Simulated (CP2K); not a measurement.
Crystal: Sb.

```
CELL_PARAMETERS angstrom
3.35344 0.00000 0.00000
1.67672 2.90417 0.00000
1.67672 0.96806 2.73808
ATOMIC_POSITIONS crystal
Sb 0.00000 0.00000 0.00000
```

This isn't the form of Sb at room conditions, which is rhombohedral.

Program: CP2K 2026.2. Alike in all runs: no spin polarisation; cell as given.

Question: Order these runs on this cell by their pressure, lowest first.
A. level TASK; potentials or basis POTENTIAL_UZH Sb GTH-SCAN-q5; TZVP-MOLOPT-SCAN-GTH basis; k mesh 10 × 10 × 10; smearing fermi-dirac 0.0259 eV; EPS_DEFAULT 1.0E-9; NGRIDS 4; basis sets Sb TZVP-MOLOPT-SCAN-GTH-q5; potentials Sb GTH-SCAN-q5 of POTENTIAL_UZH; CUTOFF of the grids 675 Ry
B. level LDA; potentials or basis GTH_POTENTIALS Sb GTH-PADE-q5; TZVP-MOLOPT-PBE-GTH basis; k mesh 7 × 7 × 7; smearing fermi-dirac 0.1 eV; EPS_DEFAULT 1.0E-10; NGRIDS 4; basis sets Sb TZVP-MOLOPT-PBE-GTH-q5; potentials Sb GTH-PADE-q5 of GTH_POTENTIALS; CUTOFF of the grids 450 Ry
C. level SCAN; potentials or basis POTENTIAL_UZH Sb GTH-SCAN-q5; TZVP-MOLOPT-SCAN-GTH basis; k mesh 10 × 10 × 10; smearing fermi-dirac 0.05 eV; EPS_DEFAULT 1.0E-10; NGRIDS 5; basis sets Sb TZVP-MOLOPT-SCAN-GTH-q5; potentials Sb GTH-SCAN-q5 of POTENTIAL_UZH; CUTOFF of the grids 675 Ry

Answer: B (-1.4 GPa), C (0.5 GPa), A (2.9 GPa).

Caveats: the basis of atomic orbitals isn't converged, which shifts pressures, moduli and gaps; the potentials were made for another functional, which shifts forces and pressure (some runs).

Not every run made on this cell is shown here.
